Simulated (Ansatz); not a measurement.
Ti: single point with PBE

Crystal: Ti.

```
CELL_PARAMETERS angstrom
2.95000 0.00000 0.00000
-1.47500 2.55477 0.00000
0.00000 0.00000 4.68000
ATOMIC_POSITIONS crystal
Ti 0.68616 0.32688 0.74849
Ti 0.33797 0.67291 0.24873
```

The cell isn't the ideal one: atoms moved at random, drawn with an rms of 0.05 Å.

| Quantity | Value |
| --- | --- |
| Program | Ansatz 0.2.0 |
| Task | single point |
| Functional | PBE |
| Potentials or basis | Ansatz PAW |
| Cutoff | 420 eV (not typed: the program's choice for these potentials) |
| k mesh | 10 × 10 × 6 |
| Occupations | fermi-dirac, width 0.05 eV |
| Spin | no spin polarisation |

```json
{
  "Pressure": "-1.5 GPa",
  "Largest force": "0.107 eV/Å",
  "Band gap on the k mesh": "none (metal or under the smearing width)"
}
```

Forces in eV/Å, atoms in the order of the input:
```
Ti  -0.095  0.049  0.003
Ti   0.095 -0.049 -0.003
```

Stress tensor (GPa, compression positive):
```
-1.74  0.71  0.00
 0.71 -1.01  0.00
 0.00  0.00 -1.68
```

Levels at points of the mesh, in eV from the Fermi level:
| k point | band 9 | band 10 | band 11 | band 12 | band 13 | band 14 | band 15 | band 16 |
| --- | --- | --- | --- | --- | --- | --- | --- | --- |
| (0.00, 0.00, 0.00) | -6.14 | -2.64 | 0.72 | 0.75 | 0.82 | 0.84 | 1.25 | 1.31 |
| (0.00, 0.00, -0.50) | -4.31 | -4.31 | 0.08 | 0.09 | 0.67 | 0.67 | 0.72 | 0.72 |
| (0.00, -0.50, 0.00) | -2.28 | -2.10 | -1.75 | -0.64 | 0.50 | 0.55 | 1.12 | 3.29 |
| (0.00, -0.50, -0.50) | -2.51 | -2.50 | -0.78 | -0.78 | 1.29 | 1.29 | 1.75 | 1.75 |
| (-0.50, 0.00, 0.00) | -2.27 | -2.10 | -1.74 | -0.64 | 0.49 | 0.55 | 1.12 | 3.29 |
| (-0.50, 0.00, -0.50) | -2.51 | -2.51 | -0.78 | -0.77 | 1.29 | 1.29 | 1.75 | 1.75 |
| (-0.50, -0.50, 0.00) | -2.38 | -2.10 | -1.90 | -0.60 | 0.46 | 0.83 | 1.22 | 3.34 |
| (-0.50, -0.50, -0.50) | -2.45 | -2.45 | -0.83 | -0.83 | 1.29 | 1.29 | 1.71 | 1.71 |

Wall time 7.7 s on 1 thread of Intel(R) Xeon(R) Platinum 8488C (Sapphire Rapids), with other jobs on the host, peak memory 0.45 GiB.
